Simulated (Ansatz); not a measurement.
Mn (fcc)

The computed numbers are results of HSE06, scalar-relativistic (collinear spin) in the plane-wave PAW code Ansatz at 420 eV, Γ-centred 10×10×10 mesh, 0.05 eV Gaussian smearing. The datasets are Ansatz's generated set soft_2.

```cif
data_structure
_symmetry_space_group_name_H-M 'P 1'
_symmetry_Int_Tables_number 1
_cell_length_a 2.4387
_cell_length_b 2.4387
_cell_length_c 2.4387
_cell_angle_alpha 60.000
_cell_angle_beta 60.000
_cell_angle_gamma 60.000
_cell_volume 10.26
loop_
_atom_site_label
_atom_site_type_symbol
_atom_site_fract_x
_atom_site_fract_y
_atom_site_fract_z
_atom_site_occupancy
Mn1 Mn 0.00000 0.00000 0.00000 1
```

At room temperature and ambient pressure Mn takes another structure.

Magnetic state: weakly polarised, site spin moments Mn 0.06 μB.

The volume is at zero pressure for this level.

Path: Γ–X–U | K–Γ–L–W–X, with Γ = (0.000, 0.000, 0.000), X = (0.500, 0.000, 0.500), U = (0.625, 0.250, 0.625), K = (0.375, 0.375, 0.750), L = (0.500, 0.500, 0.500), W = (0.500, 0.250, 0.750) in reciprocal vectors of the calculation's cell.

**Question.** Is it a metal or an insulator, and if it has a gap, where are the band edges on this path?

**Answer.** A metal: bands cross the Fermi level.

Bands as a text map, energy in eV from the Fermi level (dashes), each leg drawn with the same width, + spin up, o spin down, # both:
```
  4.86 |                          
  4.57 |     #                    
  4.29 |                          
  4.00 |                          
  3.71 |    #             #      #
  3.43 |                          
  3.14 |                          
  2.86 |    oo                   o
  2.57 |   o++o    o            o+
  2.29 |   +       +     oo     + 
  2.00 |  o ###o        o++o #####
  1.71 | o+    #oo      +  +#  +  
  1.43 |o  o #  ##  oooo      o   
  1.14 |++ #    ++  #+       o+   
  0.86 | o            ++    o+  # 
  0.57 | +        o +       +     
  0.29 |      #   #o              
  0.00 |----------++-----#--------
 -0.29 |  o                o      
 -0.57 |  #                +      
 -0.86 |       #   #           #  
 -1.14 |                  #       
 -1.43 |                  o       
 -1.71 |        ##     ## +       
 -2.00 | #         ## + +#        
 -2.29 |+            +o   o   #   
 -2.57 |o            o+   +#      
 -2.86 | +          # o#          
        Γ   X   UK   Γ   L   W   X
```

The run wasn't fully tested for a lower electronic state. So small a moment in a metal hangs on mesh and smearing, and the real crystal may have none. For a metal under a hybrid functional this mesh is coarse. Site moments are of spin, integrated over atomic spheres.
